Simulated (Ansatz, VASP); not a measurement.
CoO: VASP beside Ansatz

```
Co O
1.0
     0.00000    2.32791    2.32791
     2.32791    0.00000    2.32791
     2.32791    2.32791    0.00000
Co O
1 1
Direct
  0.00000 0.00000 0.00000
  0.25000 0.25000 0.25000
```

Measurements of this composition are mostly on another form, of space group No. 225.

Alike in both runs: task single point; functional PBE; k mesh 10 × 10 × 10; occupations fermi-dirac, width 0.05 eV; collinear spin.

|  | VASP | Ansatz |
| --- | --- | --- |
| version | VASP 6.6.1 | Ansatz 0.2.0 |
| potentials or method | VASP PAW PBE potentials, release 64 (Co, O) | Ansatz PAW |
| plane-wave cutoff (eV) | 520 | 420 |
| valence electrons in the cell | 15 | 23 |

VASP gave:

```
gap on the k mesh at the Fermi level (eV)                     : none
pressure (GPa)                                                : -10.7
net moment per atom (μB)                                      : 1.48
size of the moment on the site where the two differ most (μB) : 2.53
```

Task: Which values does Ansatz return?

Result: gap on the k mesh at the Fermi level (eV): none; pressure (GPa): -10.6; net moment per atom (μB): 1.48; size of the moment on the site where the two differ most (μB): 2.40.

Site moments also hang on the region over which each program counts them. A gap of «none» marks a metal or a gap that the smearing closes. The two sets of potentials don't hold the same shells in valence.

Caveats: a cell with one magnetic atom can't hold antiferromagnetic order, which such compounds often take; semilocal functionals often make such compounds metallic where correlation or magnetic order opens a gap, which also shifts bond lengths; the pressure holds a Pulay correction of +0.6 GPa for the finite cutoff (Ansatz).
